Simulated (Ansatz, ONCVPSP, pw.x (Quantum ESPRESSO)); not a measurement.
# pw.x on sc La: one setting changed

Potential: optimised norm-conserving Vanderbilt (ONCV), ONCVPSP 4.0.1.1 (patched build), PBE; core [Kr] 4d10, reference 5s2 5p6 5d1 6s1.75; waves: 5s+6s: rc 2.95 bohr, ncon 4, nbas 9, qcut 5.3 1/bohr, 2 projectors; 5p: rc 1.95 bohr, ncon 4, nbas 8, qcut 3.9 1/bohr, 1 projector; 5d: rc 2.95 bohr, ncon 4, nbas 7, qcut 3.2 1/bohr, 1 projector; f scattering state at 0.03 Ha: rc 2.25 bohr, ncon 3, nbas 6, qcut 5.7 1/bohr, 2 projectors, debl 0.4 Ha; local part: polynomial inside 1.80 bohr (lpopt 3, dvloc0 6 Ha); core correction: none. In the f channel the program set the typed energies aside and used -0.209, 0.191 Ha.

The reference run (k-mesh 10³, cutoffs 120/480 Ry, Fermi–Dirac 0.01 Ry, mixing_beta 0.4, conv_thr 1e-9, no spin) gives -0.34 GPa at 37.009 Å³/atom, where all-electron LAPW gives -0.04 GPa. This run, with its own iteration cap, changes k-mesh shift to 1.

```
&control
  calculation='scf', prefix='x', pseudo_dir='./', outdir='./tmp', tstress=.true., disk_io='none'
/
&system
  ibrav=0, nat=1, ntyp=1, ecutwfc=120, ecutrho=480, nbnd=13,
  occupations='smearing', smearing='fd', degauss=0.01
/
&electrons
  conv_thr=1e-09, mixing_beta=0.4, electron_maxstep=70
/
ATOMIC_SPECIES
La 1.0 La.UPF
CELL_PARAMETERS angstrom
  3.33249201 0.00000000 0.00000000
  0.00000000 3.33249201 0.00000000
  0.00000000 0.00000000 3.33249201
ATOMIC_POSITIONS crystal
La 0.0000 0.0000 0.0000
K_POINTS automatic
10 10 10 1 1 1
```

```bash
pw.x < La.scf.in > La.scf.out
```

Task: How does the run end?

Result: It converges in 8 iterations; the free energy moves by +2.0 meV/atom and the pressure by +0.12 GPa.

```
Message from routine setup:
     using ibrav=0 with symmetry is DISCOURAGED, use correct ibrav instead
     lattice parameter (alat)  =       6.2975  a.u.
     unit-cell volume          =     249.7491 (a.u.)^3
     number of electrons       =        11.00
     number of Kohn-Sham states=           13
     kinetic-energy cutoff     =     120.0000  Ry
     charge density cutoff     =     480.0000  Ry
     scf convergence threshold =      1.0E-09
     Exchange-correlation= PBE
     number of k points=    35  Fermi-Dirac smearing, width (Ry)=  0.0100
     iteration #  1     ecut=   120.00 Ry     beta= 0.40
     total energy              =     -63.75326988 Ry
     estimated scf accuracy    <       0.02677180 Ry
     iteration #  2     ecut=   120.00 Ry     beta= 0.40
     total energy              =     -63.75489679 Ry
     estimated scf accuracy    <       0.00214674 Ry
     iteration #  3     ecut=   120.00 Ry     beta= 0.40
     c_bands:  1 eigenvalues not converged
     c_bands:  2 eigenvalues not converged
     c_bands:  2 eigenvalues not converged
     [... 4 repeated lines left out ...]
     total energy              =     -63.75577436 Ry
     estimated scf accuracy    <       0.00010332 Ry
     [... 2 iterations left out ...]
     iteration #  6     ecut=   120.00 Ry     beta= 0.40
     total energy              =     -63.75580372 Ry
     estimated scf accuracy    <          1.0E-09 Ry
     iteration #  7     ecut=   120.00 Ry     beta= 0.40
     [... 4 repeated lines left out ...]
     total energy              =     -63.75580376 Ry
     estimated scf accuracy    <          3.2E-09 Ry
     iteration #  8     ecut=   120.00 Ry     beta= 0.40
     the Fermi energy is    10.9395 ev
!    total energy              =     -63.75580376 Ry
     estimated scf accuracy    <          5.7E-10 Ry
     smearing contrib. (-TS)   =      -0.00941081 Ry
     The total energy is F=E-TS. E is the sum of the following terms:
     one-electron contribution =      -8.93540327 Ry
     hartree contribution      =       8.38051048 Ry
     xc contribution           =      -8.67571659 Ry
     ewald contribution        =     -54.51578357 Ry
     convergence has been achieved in   8 iterations
          total   stress  (Ry/bohr**3)                   (kbar)     P=       -2.14
     Message from routine punch:
     Nothing written, as per user request (disk_io='none')
```

The run took about 86 s on one core of a shared host (Neoverse-N1, 64 threads, 124 GiB, load 60).
